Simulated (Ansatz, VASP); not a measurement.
# Two plane-wave programs on Ca2Se

Contents of INCAR:

```
PREC = Accurate
ENCUT = 600
EDIFF = 1E-6
ISMEAR = 0
SIGMA = 0.1
LREAL = F
LASPH = T
NELM = 100
ALGO = Normal
ISIF = 3
LWAVE = F
LCHARG = F
GGA = PE
IBRION = 2
NSW = 100
EDIFFG = -0.01
```

File KPOINTS:

```
Automatic mesh
0
Gamma
  12 12 6
```

Contents of POSCAR:

```
Ca2Se
1.0
    4.0164633020      0.0000000000      0.0000000000
   -2.0082316510      3.4783592529      0.0000000000
    0.0000000000      0.0000000000      7.2226693211
Ca Se
2 1
Direct
    0.3333333333      0.6666666667      0.7443141894
    0.3333333333      0.6666666667      0.2556858106
    0.0000000000      0.0000000000      0.0000000000
```

Input for Ansatz:

```yaml
crystal:
  lattice:
    - [4.016463302, 0.0, 0.0]
    - [-2.008231651, 3.4783592529, 0.0]
    - [0.0, 0.0, 7.2226693211]
  atoms:
    - { symbol: Ca, position: [0.3333333333, 0.6666666667, 0.7443141894] }
    - { symbol: Ca, position: [0.3333333333, 0.6666666667, 0.2556858106] }
    - { symbol: Se, position: [0.0, 0.0, 0.0] }
basis:
  ecutwfc: 420
kpoints:
  mp_grid: { grid: [12, 12, 6] }
hamiltonian:
  xc: pbe
scf:
  occupations: { method: gaussian, width: 0.1 }
output:
  forces: true
  stress: true
  eigenvalues: true
relax:
  adjacent_minimum: "off"
  f_tol: 0.01
  max_steps: 80
  cell: { stress_tol: 0.05 }
```

Change from the starting cell: species swapped into the Te2Mo type (P-6m2, No. 187).

Alike in both runs: task relaxation of cell and atoms; functional PBE; k mesh 12 × 12 × 6; occupations gaussian, width 0.1 eV; no spin polarisation.

|  | VASP | Ansatz |
| --- | --- | --- |
| version | VASP 6.6.1 | Ansatz 0.2.0 |
| potentials or method | VASP PAW PBE potentials, release 64 (Ca_sv, Se) | scalar-relativistic, plane waves, PAW |
| plane-wave cutoff (eV) | 600 | 420 |
| valence electrons in the cell | 26 | 36 |

|  | VASP | Ansatz | Ansatz less VASP |
| --- | --- | --- | --- |
| gap on the k mesh at the Fermi level, each at its own relaxed structure (eV) | none | none | - |
| relaxed volume (Å³/atom) | 33.65 | 33.51 | -0.137 |
| relaxed cell length with the largest relative difference (Å) | 7.194 | 7.184 | -0.0102 |

A gap of «none» marks a metal or a gap that the smearing closes. The two sets of potentials don't hold the same shells in valence.
